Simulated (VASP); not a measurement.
## Ba: single point with PBE

The system is Ba.

```
Ba
1.0
     3.93480    0.23506   -0.06390
     0.23506    3.93480   -0.06390
    -0.06390   -0.06390    3.85010
Ba
1
Direct
  0.00000 0.00000 0.00000
```

The cell isn't the ideal one: strained and moved within a subgroup.

```json
{"Program": "VASP 6.6.1", "Task": "single point", "Functional": "PBE", "Potentials or basis": "VASP PAW PBE potentials, release 64 (Ba_sv)", "Cutoff": "520 eV", "k mesh": "10 × 10 × 10", "Occupations": "gaussian, width 0.1 eV", "Spin": "no spin polarisation", "Dipole correction": "no", "Further INCAR settings": "ALGO = Fast; EDIFF = 1e-06; NBANDS = 11"}
```

| Quantity | Value |
| --- | --- |
| Pressure | 0.4 GPa |
| Band gap on the k mesh | none (metal or under the smearing width) |

Stress tensor (GPa, compression positive):
```
 0.24  0.58 -0.14
 0.58  0.24 -0.14
-0.14 -0.14  0.86
```

Levels at points of the mesh, in eV from the Fermi level:
| k point | band 1 | band 2 | band 3 | band 4 | band 5 | band 6 | band 7 | band 8 | band 9 | band 10 |
| --- | --- | --- | --- | --- | --- | --- | --- | --- | --- | --- |
| (0.00, 0.00, 0.00) | -29.13 | -13.98 | -13.94 | -13.90 | -2.62 | 0.01 | 0.09 | 4.60 | 4.99 | 5.10 |
| (0.50, 0.00, 0.00) | -29.07 | -14.69 | -13.90 | -13.83 | -0.75 | 0.52 | 0.83 | 2.83 | 2.88 | 5.25 |
| (0.50, 0.50, 0.00) | -29.01 | -14.66 | -14.50 | -13.77 | -1.04 | 0.61 | 2.86 | 3.15 | 3.56 | 4.05 |
| (0.00, 0.00, 0.50) | -29.06 | -14.77 | -13.89 | -13.86 | -0.64 | 0.74 | 0.91 | 2.49 | 2.68 | 4.95 |
| (0.50, 0.00, 0.50) | -29.00 | -14.66 | -14.55 | -13.82 | -1.08 | 0.66 | 2.98 | 3.39 | 3.39 | 3.70 |
| (0.50, 0.50, 0.50) | -28.94 | -14.58 | -14.51 | -14.39 | -0.46 | 0.05 | 0.21 | 3.92 | 6.19 | 6.51 |

It took 110 s on 1 thread of Intel(R) Xeon(R) Platinum 8488C (Sapphire Rapids), with other jobs on the host, peak memory 0.3 GiB.

Spin-orbit coupling is left out, which matters for the levels of Ba.
